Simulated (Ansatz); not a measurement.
# Dielectric response of LiCl (001) films, part 3 of 5

How well do thin rocksalt LiCl (001) films screen a perpendicular field?

Ansatz 0.2.0; plane-wave DFT, LDA, Ansatz PAW.

So far. Step 7 (Field on, atoms free, 6 atoms, field 0.05 V/Å): The dipole is 0.0253 e·Å, and the gap on the mesh 5.657 eV. Step 8 (Relaxing in the field, 6 atoms, field -0.05 V/Å): The dipole is -0.0253 e·Å, and the gap on the mesh 5.657 eV.

## Step 9: Response with the atoms relaxed, 6 atoms, units 3

This step: plane-wave DFT, LDA, Ansatz PAW; response to a field along the normal, atoms relaxed (Ansatz 0.2.0).

The two relaxed runs give the static response.

This step gave:

```yaml
equivalent_conductor_thickness_p_eps_0ae: 6.935 Å
```

Local field over the applied field, running mean. From the potentials at -0.05 and 0.05 V/Å; running mean over 2.57 Å, taken twice. Local field over applied field against z:

```
z (Å)  local field over applied field
 4.19                           0.999
 4.63                           0.997
 5.06                           0.990
 5.35                           0.980
 5.79                           0.936
 6.22                           0.852
 6.65                           0.778
 6.94                           0.731
 7.38                           0.646
 7.81                           0.526
 8.24                           0.416
 8.53                           0.388
 8.97                           0.343
 9.40                           0.246
 9.83                           0.146
10.12                           0.115
10.56                           0.102
10.99                          0.0621
11.43                         0.00418
11.71                         0.00418
12.15                          0.0621
12.58                           0.102
13.02                           0.115
13.31                           0.146
13.74                           0.246
14.17                           0.343
14.61                           0.388
14.90                           0.416
15.33                           0.526
15.76                           0.646
16.20                           0.731
16.49                           0.778
16.92                           0.852
17.36                           0.936
17.79                           0.980
18.08                           0.990
18.51                           0.997
18.95                           0.999
```

The induced dipole is that of a conductor 6.93 Å thick.

## Step 10: Relaxing the film, 10 atoms, units 5

This step: plane-wave DFT, LDA, Ansatz PAW (Ansatz 0.2.0).

System of this step: LiCl (001), 5 units. The cell holds 10 atoms: 5 Li and 5 Cl. Its edges and angles: a = 3.635 Å, b = 3.635 Å, c = 28.280 Å, α = 90.0°, β = 90.0°, γ = 90.0°. It derives from LiCl (rocksalt LiCl). Vacuum lies along c.

The next thickness, treated alike, so that differences show the interior and the faces cancel.

Contents of input.yaml:

```yaml
crystal:
  lattice:
    - [3.63452886, 0.0, 0.0]
    - [0.0, 3.63452886, 0.0]
    - [0.0, 0.0, 28.28]
  atoms:
    - { symbol: Li, position: [0.5, 0.5, 0.3182461103] }
    - { symbol: Cl, position: [0.0, 0.0, 0.3182461103] }
    - { symbol: Li, position: [0.0, 0.0, 0.4091230552] }
    - { symbol: Cl, position: [0.5, 0.5, 0.4091230552] }
    - { symbol: Li, position: [0.5, 0.5, 0.5] }
    - { symbol: Cl, position: [0.0, 0.0, 0.5] }
    - { symbol: Li, position: [0.0, 0.0, 0.5908769448] }
    - { symbol: Cl, position: [0.5, 0.5, 0.5908769448] }
    - { symbol: Li, position: [0.5, 0.5, 0.6817538897] }
    - { symbol: Cl, position: [0.0, 0.0, 0.6817538897] }
kpoints:
  mp_grid: { grid: [8, 8, 1] }
hamiltonian:
  xc: lda
scf:
  occupations: { method: fixed }
  convergence: { dr2_threshold: 1.0e-09 }
efield:
  axis: 3
  dipole_correction: true
  ramp_position: 0.97
  ramp_width: 0.06
relax:
  f_tol: 0.003
  max_steps: 100
output:
  write_potential: true
  write_density: true
  volumetric_format: npy
```

Command:

```
ansatz run input.yaml --threads 4 --pin off --max-ram 6144MiB --backend cpu --events-out ev --progress --plain --runs-dir out
```

Numbers of over 12 decimals in the logs are rounded to 6 here.

The log of the run:

```text
[...]
Crystal: 10 atoms, lattice volume = 373.573 Å³
Basis set: ecut = 420 eV, 7223 PW (Γ)
Bands: 35, of which v1, the nominal top of the filled ones, is band 25 counted from 1 (24 counted from 0)
Symmetry: 8 space group operations
k-points: 15 of 64
[...]
- { symbol: Cl, position: [0, 0.0, 0.326316] }
    - { symbol: Li, position: [0, 0.0, 0.412603] }
    - { symbol: Cl, position: [0.5, 0.5, 0.414486] }
    - { symbol: Li, position: [0.5, 0.5, 0.500000] }
    - { symbol: Cl, position: [0, 0.0, 0.500000] }
    - { symbol: Li, position: [0, 0.0, 0.587397] }
    - { symbol: Cl, position: [0.5, 0.5, 0.585514] }
    - { symbol: Li, position: [0.5, 0.5, 0.668421] }
    - { symbol: Cl, position: [0, 0.0, 0.673684] }
[key lines of the parts left out:]
SCF converged after 5 iterations
Free energy (F): -6246.815470 eV
Fermi energy:    -3.219545 eV
Dipole field:    D = 0.000000 V/Å  (p = 0.000000 e·Å, saw-weighted, corrected)
Work function:   Φ+ = 7.1114 eV   Φ− = 7.1114 eV
```

Elapsed: 15 s, on 4 threads of Arm Neoverse V2, shared host; peak memory 0.64 GiB.

Relaxation path:

```
step  energy less that of the first step (eV)  largest force component (eV/Å)
   1                                   0.0000                          0.3770
   2                                  -0.0914                          0.1774
   3                                  -0.1350                          0.1253
   4                                  -0.1412                          0.0038
   5                                  -0.1412                          0.0003
```

The run keeps the 8 symmetry operations that it works with, so distortions that break them were not tested.

The atoms that moved most (Å):

```
atom     dx     dy      dz  length
 Li1  0.000  0.000   0.377   0.377
 Li9  0.000  0.000  -0.377   0.377
Cl10  0.000  0.000  -0.228   0.228
 Cl2  0.000  0.000   0.228   0.228
 Cl8  0.000  0.000  -0.152   0.152
 Cl4  0.000  0.000   0.152   0.152
 Li3  0.000  0.000   0.098   0.098
 Li7  0.000  0.000  -0.098   0.098
```

Final coordinates:

```cif
data_structure
_symmetry_space_group_name_H-M 'P 1'
_symmetry_Int_Tables_number 1
_cell_length_a 3.6345
_cell_length_b 3.6345
_cell_length_c 28.2800
_cell_angle_alpha 90.000
_cell_angle_beta 90.000
_cell_angle_gamma 90.000
_cell_volume 373.57
loop_
_atom_site_label
_atom_site_type_symbol
_atom_site_fract_x
_atom_site_fract_y
_atom_site_fract_z
_atom_site_occupancy
Li1 Li 0.50000 0.50000 0.33158 1
Cl2 Cl 0.00000 0.00000 0.32632 1
Li3 Li 0.00000 0.00000 0.41260 1
Cl4 Cl 0.50000 0.50000 0.41449 1
Li5 Li 0.50000 0.50000 0.50000 1
Cl6 Cl 0.00000 0.00000 0.50000 1
Li7 Li 0.00000 0.00000 0.58740 1
Cl8 Cl 0.50000 0.50000 0.58551 1
Li9 Li 0.50000 0.50000 0.66842 1
Cl10 Cl 0.00000 0.00000 0.67368 1
```

The relaxation took 5 steps and lowered the energy by 0.14 eV; the largest force on the free atoms ends at 2.5e-4 eV/Å.

The gap is 5.71 eV, with the valence edge 7.11 eV and the conduction edge 1.40 eV under the upper vacuum level.

## Step 11: The relaxed film, single point, 10 atoms, units 5

The next thickness, treated alike, so that differences show the interior and the faces cancel.

input.yaml, the sections that differ from step 10:

```yaml
crystal:
  lattice:
    - [3.63452886, 0.0, 0.0]
    - [0.0, 3.63452886, 0.0]
    - [0.0, 0.0, 28.28]
  atoms:
    - { symbol: Li, position: [0.5, 0.5, 0.3315793945] }
    - { symbol: Cl, position: [0.0, 0.0, 0.3263162631] }
    - { symbol: Li, position: [0.0, 0.0, 0.4126032278] }
    - { symbol: Cl, position: [0.5, 0.5, 0.4144862829] }
    - { symbol: Li, position: [0.5, 0.5, 0.4999999998] }
    - { symbol: Cl, position: [0.0, 0.0, 0.4999999996] }
    - { symbol: Li, position: [0.0, 0.0, 0.5873967745] }
    - { symbol: Cl, position: [0.5, 0.5, 0.5855137164] }
    - { symbol: Li, position: [0.5, 0.5, 0.6684206057] }
    - { symbol: Cl, position: [0.0, 0.0, 0.6736837357] }
output:
  eigenvalues: true
  write_potential: true
  write_density: true
  volumetric_format: npy
  elf: true
# kpoints, hamiltonian, scf, efield: as in step 10
# relax: removed
```

The log of the run:

```text
[...]
Crystal: 10 atoms, lattice volume = 373.573 Å³
Basis set: ecut = 420 eV, 7223 PW (Γ)
Bands: 35, of which v1, the nominal top of the filled ones, is band 25 counted from 1 (24 counted from 0)
Symmetry: 8 space group operations
k-points: 15 of 64
[...]
k-point 1: bands = [... 21 lower, -3.4171, -3.4045, -3.3643, -3.2196, 2.7388, 2.7600, 3.8325, 4.1746, ... 6 higher]
  k-point 2: bands = [... 21 lower, -3.5247, -3.4291, -3.3636, -3.2366, 3.1798, 3.1806, 3.9822, 4.1875, ... 6 higher]
  k-point 14: bands = [... 21 lower, -4.3499, -4.3499, -3.9063, -3.9051, 4.3796, 4.4589, 4.7648, 5.0239, ... 6 higher]
[key lines of the parts left out:]
SCF converged after 8 iterations
Free energy (F): -6246.815470 eV
Fermi energy:    -3.219578 eV
Dipole field:    D = 0.000000 V/Å  (p = 0.000000 e·Å, saw-weighted, corrected)
Work function:   Φ+ = 7.1114 eV   Φ− = 7.1114 eV
```

Run time: 5.7 s. Hardware: 4 threads; peak memory 0.69 GiB; 22 s of CPU time.

The gap is 5.71 eV, with the valence edge 7.11 eV and the conduction edge 1.40 eV under the upper vacuum level.

## Step 12: Atoms held, 10 atoms, units 5, field 0.1 V/Å

input.yaml, as its differences from that of step 11:

```diff
@@ -22,3 +22,3 @@
   occupations: { method: fixed }
-  convergence: { dr2_threshold: 1.0e-09 }
+  convergence: { dr2_threshold: 1.0e-10 }
 efield:
@@ -28,4 +28,4 @@
   ramp_width: 0.06
+  amplitude: 0.1
 output:
-  eigenvalues: true
   write_potential: true
@@ -33,2 +33 @@
   volumetric_format: npy
-  elf: true
```

The log of the run:

```text
[...]
Crystal: 10 atoms, lattice volume = 373.573 Å³
Basis set: ecut = 420 eV, 7223 PW (Γ)
Bands: 35, of which v1, the nominal top of the filled ones, is band 25 counted from 1 (24 counted from 0)
Symmetry: 8 space group operations
k-points: 15 of 64
[...]
k-point 0: bands = [... 21 lower, -3.4484, -3.4484, -3.1825, -3.1825, 2.2858, 2.7598, 3.4983, 3.8545, ... 6 higher]
  k-point 1: bands = [... 21 lower, -3.4253, -3.3880, -3.3330, -3.1761, 2.4962, 2.9851, 3.6885, 3.9361, ... 6 higher]
  k-point 2: bands = [... 21 lower, -3.5240, -3.3913, -3.3840, -3.1720, 2.9328, 3.4118, 3.9688, 4.1561, ... 6 higher]
  k-point 14: bands = [... 21 lower, -4.3317, -4.3317, -4.0658, -3.7463, 4.2436, 4.5871, 4.7584, 5.0096, ... 6 higher]
[key lines of the parts left out:]
SCF converged after 10 iterations
Free energy (F): -6246.818607 eV
Fermi energy:    -3.172024 eV
Dipole field:    D = 0.030392 V/Å  (p = 0.062743 e·Å, saw-weighted, corrected)
```

Run time: 5.7 s. Hardware: 4 threads; peak memory 0.68 GiB.

The dipole is 0.0627 e·Å, and the gap on the mesh 5.458 eV.

## Step 13: Atoms held, 10 atoms, units 5, field -0.1 V/Å

input.yaml, as its differences from that of step 12:

```diff
@@ -28,3 +28,3 @@
   ramp_width: 0.06
-  amplitude: 0.1
+  amplitude: -0.1
 output:
```

The log of the run:

```text
[...]
Crystal: 10 atoms, lattice volume = 373.573 Å³
Basis set: ecut = 420 eV, 7223 PW (Γ)
Bands: 35, of which v1, the nominal top of the filled ones, is band 25 counted from 1 (24 counted from 0)
Symmetry: 8 space group operations
k-points: 15 of 64
[...]
k-point 0: bands = [... 21 lower, -3.4484, -3.4484, -3.1825, -3.1825, 2.2858, 2.7598, 3.4983, 3.8545, ... 6 higher]
  k-point 1: bands = [... 21 lower, -3.4253, -3.3880, -3.3330, -3.1761, 2.4962, 2.9851, 3.6885, 3.9361, ... 6 higher]
  k-point 2: bands = [... 21 lower, -3.5240, -3.3913, -3.3840, -3.1720, 2.9328, 3.4118, 3.9688, 4.1561, ... 6 higher]
  k-point 14: bands = [... 21 lower, -4.3317, -4.3317, -4.0658, -3.7463, 4.2436, 4.5871, 4.7584, 5.0096, ... 6 higher]
[key lines of the parts left out:]
SCF converged after 10 iterations
Free energy (F): -6246.818607 eV
Fermi energy:    -3.172024 eV
Dipole field:    D = -0.030392 V/Å  (p = -0.062743 e·Å, saw-weighted, corrected)
```

Wall time 5.8 s (4 threads); peak memory 0.68 GiB; 22 s of CPU time.

The dipole is -0.0627 e·Å, and the gap on the mesh 5.458 eV.

## Step 14: Response with the atoms held, 10 atoms, units 5

This step: plane-wave DFT, LDA, Ansatz PAW; response to a field along the normal, atoms held (Ansatz 0.2.0).

Local field over the applied field, running mean. From the potentials at -0.1 and 0.1 V/Å; running mean over 2.57 Å, taken twice. Local field over applied field against z:

```
z (Å)  local field over applied field
  4.5                           0.999
  5.0                           0.995
  5.5                           0.986
  6.0                           0.962
  6.5                           0.915
  7.0                           0.839
  7.5                           0.738
  8.0                           0.622
  8.5                           0.511
  9.0                           0.420
  9.5                           0.359
 10.0                           0.328
 10.5                           0.319
 11.0                           0.320
 11.5                           0.323
 12.0                           0.325
 12.5                           0.325
 13.0                           0.325
 13.5                           0.324
 14.0                           0.323
 14.5                           0.323
 15.0                           0.324
 15.5                           0.325
 16.0                           0.325
 16.5                           0.324
 17.0                           0.322
 17.5                           0.319
 18.0                           0.321
 18.5                           0.338
 19.0                           0.382
 19.5                           0.457
 20.0                           0.558
 20.5                           0.674
 21.0                           0.785
 21.5                           0.876
 22.0                           0.939
 22.5                           0.975
 23.0                           0.991
 23.5                           0.997
 24.0                           0.999
```

The induced dipole is that of a conductor 8.59 Å thick.

## Step 15: Relaxing in the field, 10 atoms, units 5, field 0.05 V/Å

This step: plane-wave DFT, LDA, Ansatz PAW (Ansatz 0.2.0).

The same pair of relaxations in the field for this thickness.

input.yaml, as its differences from that of step 13:

```diff
@@ -28,3 +28,6 @@
   ramp_width: 0.06
-  amplitude: -0.1
+  amplitude: 0.05
+relax:
+  f_tol: 0.0006
+  max_steps: 70
 output:
```

The log of the run:

```text
[...]
Crystal: 10 atoms, lattice volume = 373.573 Å³
Basis set: ecut = 420 eV, 7223 PW (Γ)
Bands: 35, of which v1, the nominal top of the filled ones, is band 25 counted from 1 (24 counted from 0)
Symmetry: 8 space group operations
k-points: 15 of 64
[...]
- { symbol: Cl, position: [0, 0.0, 0.326200] }
    - { symbol: Li, position: [0, 0.0, 0.412689] }
    - { symbol: Cl, position: [0.5, 0.5, 0.414440] }
    - { symbol: Li, position: [0.5, 0.5, 0.500090] }
    - { symbol: Cl, position: [0, 0.0, 0.499913] }
    - { symbol: Li, position: [0, 0.0, 0.587467] }
    - { symbol: Cl, position: [0.5, 0.5, 0.585458] }
    - { symbol: Li, position: [0.5, 0.5, 0.668510] }
    - { symbol: Cl, position: [0, 0.0, 0.673552] }
[key lines of the parts left out:]
SCF converged after 6 iterations
Free energy (F): -6246.816482 eV
Fermi energy:    -3.217743 eV
Dipole field:    D = 0.019602 V/Å  (p = 0.040468 e·Å, saw-weighted, corrected)
```

It took 16 s on 4 threads; peak memory 0.62 GiB; 64 s of CPU time.

Hardly anything moved in the relaxation; the energy changed by under 0.2 meV an atom.

The relaxation took 6 steps and lowered the energy by 2.3e-4 eV; the largest force on the free atoms ends at 1.2e-4 eV/Å.

The dipole is 0.0405 e·Å, and the gap on the mesh 5.673 eV.

## Step 16: Relaxing in the field, 10 atoms, units 5, field -0.05 V/Å

The opposite sign, again from the field-free geometry; the difference of the two cancels what relaxes without a field.

input.yaml, as its differences from that of step 15:

```diff
@@ -28,3 +28,3 @@
   ramp_width: 0.06
-  amplitude: 0.05
+  amplitude: -0.05
 relax:
```

The log of the run:

```text
[...]
Crystal: 10 atoms, lattice volume = 373.573 Å³
Basis set: ecut = 420 eV, 7223 PW (Γ)
Bands: 35, of which v1, the nominal top of the filled ones, is band 25 counted from 1 (24 counted from 0)
Symmetry: 8 space group operations
k-points: 15 of 64
[...]
- { symbol: Cl, position: [0, 0.0, 0.326448] }
    - { symbol: Li, position: [0, 0.0, 0.412533] }
    - { symbol: Cl, position: [0.5, 0.5, 0.414542] }
    - { symbol: Li, position: [0.5, 0.5, 0.499911] }
    - { symbol: Cl, position: [0, 0.0, 0.500087] }
    - { symbol: Li, position: [0, 0.0, 0.587310] }
    - { symbol: Cl, position: [0.5, 0.5, 0.585559] }
    - { symbol: Li, position: [0.5, 0.5, 0.668320] }
    - { symbol: Cl, position: [0, 0.0, 0.673800] }
[key lines of the parts left out:]
SCF converged after 5 iterations
Free energy (F): -6246.816482 eV
Fermi energy:    -3.217748 eV
Dipole field:    D = -0.019599 V/Å  (p = -0.040462 e·Å, saw-weighted, corrected)
```

Elapsed: 19 s, on 4 threads; peak memory 0.62 GiB; 73 s of CPU time.

Hardly anything moved in the relaxation; the energy changed by under 0.2 meV an atom.

The relaxation took 7 steps and lowered the energy by 2.3e-4 eV; the largest force on the free atoms ends at 5.2e-5 eV/Å.

The dipole is -0.0405 e·Å, and the gap on the mesh 5.673 eV.

## Step 17: Response with the atoms relaxed, 10 atoms, units 5

This step: plane-wave DFT, LDA, Ansatz PAW; response to a field along the normal, atoms relaxed (Ansatz 0.2.0).

Local field over the applied field, running mean. From the potentials at -0.05 and 0.05 V/Å; running mean over 2.57 Å, taken twice. The local field over applied field by z:

z (Å), local field over applied field and a bar:
```
      4.5      0.998 ##############################
      5.0      0.994 ##############################
      5.5      0.979 #############################
      6.0      0.922 ############################
      6.5      0.829 #########################
      7.0      0.750 ######################
      7.5      0.657 ###################
      8.0      0.521 ###############
      8.5      0.410 ###########
      9.0      0.358 ##########
      9.5      0.250 ######
     10.0      0.140 ###
     10.5      0.105 ##
     11.0      0.087 #
     11.5      0.056 
     12.0      0.082 #
     12.5      0.128 ##
     13.0      0.139 ###
     13.5      0.153 ###
     14.0      0.178 ####
     14.5      0.170 ####
     15.0      0.142 ###
     15.5      0.136 ###
     16.0      0.111 ##
     16.5      0.062 
     17.0      0.066 
     17.5      0.097 #
     18.0      0.113 ##
     18.5      0.182 ####
     19.0      0.302 ########
     19.5      0.384 ##########
     20.0      0.448 ############
     20.5      0.583 #################
     21.0      0.703 #####################
     21.5      0.784 #######################
     22.0      0.869 ##########################
     22.5      0.956 #############################
     23.0      0.988 ##############################
     23.5      0.997 ##############################
     24.0      0.999 ##############################
```

The induced dipole is that of a conductor 11.09 Å thick.

(Continued in part 4 of 5.)

[Logs are printed without paths, hosts, clocks, repeated set-up lines and the standing remarks that a program may print on its own settings, such as how far it seeks lower states.]

[Hosts, paths, dates, database ids (printed as entryN), source tags and the programs' standing remarks are cut or masked in the printed files.]

[Maps of the electrostatic potential energy from Ansatz leave out the sawtooth potential of an applied field or a dipole correction, so their vacuum need not be flat; planar profiles and work functions include it.]
